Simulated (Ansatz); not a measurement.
**Rh under changes of volume**

One of the cells (14.302 Å³/atom); the others are scaled copies at fixed shape and fractional positions:

```xyz
2
Lattice="2.7310 0.0000 0.0000 -1.3655 2.3651 0.0000 0.0000 0.0000 4.4285" Properties=species:S:1:pos:R:3 pbc="T T T"
Rh    0.0000    1.5767    1.1071
Rh    1.3655    0.7884    3.3214
```

This isn't the form of Rh at room conditions, which is fcc.

- Program: Ansatz 0.2.0
- Functional: r2SCAN
- Potentials or basis: Ansatz PAW
- Cutoff: 500 eV (not typed: the program's choice for these potentials)
- k mesh: 11 × 11 × 6
- Occupations: fermi-dirac, width 0.05 eV
- Spin: no spin polarisation

```csv
volume (Å³/atom),energy over the lowest point (meV/atom),pressure (GPa)
13.444,?,?
13.730,0.00,0.7
14.016,3.96,-4.8
14.302,17.21,-9.7
14.588,38.60,-13.9
14.874,67.14,-17.7
15.160,101.91,-20.9
```

What does the run at 13.444 Å³/atom give?

Energy over the lowest point 6.59 meV/atom; pressure 7.0 GPa.

Worked out: A Birch-Murnaghan fit of order 3 (a polynomial in V^(-2/3)) to the other rows has its minimum at 13.76 Å³/atom with B0 = V·E''(V) = 281 GPa and B' = 5.3 at fixed shape and positions, which overstates the stiffness. It gives 6.64 meV/atom at 13.444 Å³/atom, against the run's 6.59, and -dE/dV = 7.0 GPa, against 7.0.

Energies are extrapolated to zero smearing.

Caveats: the PAW data sets come from PBE, with cores solved anew for the run's functional, which leaves a small shift of forces and pressure.
